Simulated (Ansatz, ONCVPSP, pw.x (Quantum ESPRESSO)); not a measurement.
What a changed setting does to a pw.x run (bcc P)

Potential: optimised norm-conserving Vanderbilt (ONCV), ONCVPSP 4.0.1.1 (patched build), PBE; core [Ne], reference 3s2 3p3; waves: 3s: rc 1.55 bohr, ncon 3, nbas 6, qcut 4.3 1/bohr, 2 projectors, debl 3.9 Ha; 3p: rc 1.55 bohr, ncon 4, nbas 8, qcut 5.7 1/bohr, local; d scattering state at 0.26 Ha: rc 2.20 bohr, ncon 5, nbas 9, qcut 4.6 1/bohr, 2 projectors, debl 3.7 Ha; local part: the p channel; core correction: Teter function, fcfact 5.5, rcfact 1.6.

The reference run (k-mesh 15³, cutoffs 80/320 Ry, Fermi–Dirac 0.01 Ry, mixing_beta 0.4, conv_thr 1e-9, no spin) gives -1.03 GPa at 14.308 Å³/atom, where all-electron LAPW gives -0.58 GPa. This run, with its own iteration cap, changes degauss to 0.02.

```
&control
  calculation='scf', prefix='x', pseudo_dir='./', outdir='./tmp', tstress=.true., disk_io='none'
/
&system
  ibrav=0, nat=1, ntyp=1, ecutwfc=80, ecutrho=320, nbnd=9,
  occupations='smearing', smearing='fd', degauss=0.02
/
&electrons
  conv_thr=1e-09, mixing_beta=0.4, electron_maxstep=50
/
ATOMIC_SPECIES
P 1.0 P.UPF
CELL_PARAMETERS angstrom
  -1.52934798 1.52934798 1.52934798
  1.52934798 -1.52934798 1.52934798
  1.52934798 1.52934798 -1.52934798
ATOMIC_POSITIONS crystal
P 0.0000 0.0000 0.0000
K_POINTS automatic
15 15 15 0 0 0
```

```bash
pw.x < P.scf.in > P.scf.out
```

Question: How does the run end?

Answer: It converges in 6 iterations; the free energy moves by -42.8 meV/atom and the pressure by +0.52 GPa. In a metal, with Fermi–Dirac smearing, F lies below its zero-width value by a term in the square of the width.

```
Message from routine setup:
     using ibrav=0 with symmetry is DISCOURAGED, use correct ibrav instead
     lattice parameter (alat)  =       5.0057  a.u.
     unit-cell volume          =      96.5552 (a.u.)^3
     number of electrons       =         5.00
     number of Kohn-Sham states=            9
     kinetic-energy cutoff     =      80.0000  Ry
     charge density cutoff     =     320.0000  Ry
     scf convergence threshold =      1.0E-09
     Exchange-correlation= PBE
     number of k points=   120  Fermi-Dirac smearing, width (Ry)=  0.0200
     iteration #  1     ecut=    80.00 Ry     beta= 0.40
     total energy              =     -15.26719694 Ry
     estimated scf accuracy    <       0.00228436 Ry
     iteration #  2     ecut=    80.00 Ry     beta= 0.40
     total energy              =     -15.26710443 Ry
     estimated scf accuracy    <       0.00066843 Ry
     iteration #  3     ecut=    80.00 Ry     beta= 0.40
     total energy              =     -15.26716093 Ry
     estimated scf accuracy    <       0.00001301 Ry
     iteration #  4     ecut=    80.00 Ry     beta= 0.40
     total energy              =     -15.26716240 Ry
     estimated scf accuracy    <       0.00000005 Ry
     iteration #  5     ecut=    80.00 Ry     beta= 0.40
     total energy              =     -15.26716245 Ry
     estimated scf accuracy    <          6.0E-09 Ry
     iteration #  6     ecut=    80.00 Ry     beta= 0.40
     the Fermi energy is    11.2616 ev
!    total energy              =     -15.26716245 Ry
     estimated scf accuracy    <          3.4E-10 Ry
     smearing contrib. (-TS)   =      -0.00838894 Ry
     The total energy is F=E-TS. E is the sum of the following terms:
     one-electron contribution =       6.11593432 Ry
     hartree contribution      =       0.21064786 Ry
     xc contribution           =      -5.84499254 Ry
     ewald contribution        =     -15.74036315 Ry
     convergence has been achieved in   6 iterations
          total   stress  (Ry/bohr**3)                   (kbar)     P=       -5.12
     Message from routine punch:
     Nothing written, as per user request (disk_io='none')
```

The run took about 24 s on one core of a shared host (Neoverse-N1, 64 threads, 124 GiB, load 56).
